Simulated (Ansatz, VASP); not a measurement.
# HfSiO4 (Hafnon): VASP beside Ansatz, part 3 of 3

One calculation is typed for both programs; each brings its own data sets. How far apart do they land? The structure shown comes from an earlier Ansatz run, which isn't shown and may have moved the atoms alone.

VASP 6.6.1 and Ansatz 0.2.0.

So far: Set-up; Ansatz: elastic constants, LDA; VASP: elastic constants, LDA.

## Step 4: Differences

Known differences besides the potentials themselves: the data sets hold 108 valence electrons in Ansatz (on its default PAW (the set named soft_2) files) and 76 in VASP; the cutoff is 420 eV in Ansatz and 600 eV in VASP; VASP's log shows a relativistic correction to its local exchange, Ansatz's none; VASP takes each elastic constant from one size of strain, Ansatz from those that its log lists. Total energies have different zeros and are not compared.

The two programs side by side:

```
 quantity  Ansatz   VASP  difference
C11 (GPa)   443.5  438.1     +1.22 %
C22 (GPa)   443.5  438.1     +1.22 %
C33 (GPa)   489.2  485.5     +0.74 %
C12 (GPa)    72.1   71.1     +1.50 %
C13 (GPa)   150.7  148.2     +1.71 %
C23 (GPa)   150.7  148.2     +1.71 %
C44 (GPa)   107.8  108.6     -0.71 %
C55 (GPa)   107.8  108.6     -0.71 %
C66 (GPa)    45.7   47.2     -3.28 %
```

## Step 5: What came out

```json
{
 "difference in C66 (elastic constants, LDA)": "-3.3 %"
}
```

In words: The difference in C66 is -3.3 % (elastic constants, LDA), within the 5 % picked in this series as the mark of a large difference. The data sets hold unlike numbers of valence electrons (108 in Ansatz and 76 in VASP), so part of the differences comes from the potentials. Such differences can come from data sets, numerical settings and the points named under the comparisons, not from the functional's error against experiment.

[Lines on the potential files, build, host, timing and source positions are cut from VASP's logs without a mark.]

[Logs are printed without paths, hosts, clocks, repeated set-up lines and the standing remarks that a program may print on its own settings, such as how far it seeks lower states.]

[Hosts, paths, dates, database ids (printed as entryN), source tags and the programs' standing remarks are cut or masked in the printed files.]
